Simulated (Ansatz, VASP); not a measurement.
# Cl2: VASP beside Ansatz

```
CELL_PARAMETERS angstrom
13.00000 0.00000 0.00000
0.00000 13.30000 0.00000
0.00000 0.00000 13.60000
ATOMIC_POSITIONS crystal
Cl 0.42351 0.50000 0.50000
Cl 0.57649 0.50000 0.50000
```

Alike in both runs: functional PBEsol; k mesh 1 × 1 × 1; occupations gaussian, width 0.01 eV; no spin polarisation.

Ansatz relaxed the structure, and its values are those at the end. VASP's run is a single point on that final structure, the one shown.

```csv
,VASP,Ansatz
version,VASP 6.6.1,Ansatz 0.2.0
potentials or method,"VASP PAW PBE potentials, release 64 (Cl)","scalar-relativistic, plane waves, PAW"
plane-wave cutoff (eV),520,420
valence electrons in the cell,14,14
```

|  | VASP | Ansatz | Ansatz less VASP |
| --- | --- | --- | --- |
| gap on the k mesh at the Fermi level (eV) | 3.06 | 3.01 | -0.055 |
| least direct gap on the mesh (eV) | 3.06 | 3.01 | -0.055 |
| rms of the force components (eV/Å) | 0.096 | 0.000 | -0.0959 |

Ansatz warned: «stress_scf_threshold_loose».

Caveats: the PAW data sets were made with another functional, which shifts forces and pressure a little (VASP).
